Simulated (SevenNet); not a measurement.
Results of the machine-learned potential SevenNet-l3i5 (trained on PBE and PBE+U data) for rock-salt NaBr.

Results at a series of volumes:

```csv
V (Å³/atom),E − E_lowest (meV/atom),P (GPa)
25.892,6.73,1.385
26.305,3.67,0.992
26.718,1.59,0.632
27.131,0.39,0.303
27.545,0.00,0.001
27.958,0.36,-0.274
28.371,1.39,-0.526
28.784,3.05,-0.757
29.197,5.28,-0.967
```

What bulk modulus B0 and pressure derivative B′ does a third-order Birch–Murnaghan fit give?

V0 = 27.547 Å³/atom, B0 = 19.2 GPa, B′ = 4.9 (fit to the energies at full precision).

Measured, for comparison: bulk modulus 22.6 GPa (4 K, zero-point motion not removed; as tabulated in Doll and Stoll (1998), arXiv:cond-mat/9801031); equilibrium volume per atom 26.01 Å³/atom (low temperature, zero-point motion not removed; as tabulated in Doll and Stoll (1998), arXiv:cond-mat/9801031). Computed (rounded) less measured: bulk modulus -15 %, equilibrium volume per atom +5.9 %.

A machine-learned potential is trained on density-functional data: it inherits that level's misses and adds fitting errors of its own.

Static lattice: no zero-point or thermal effects.
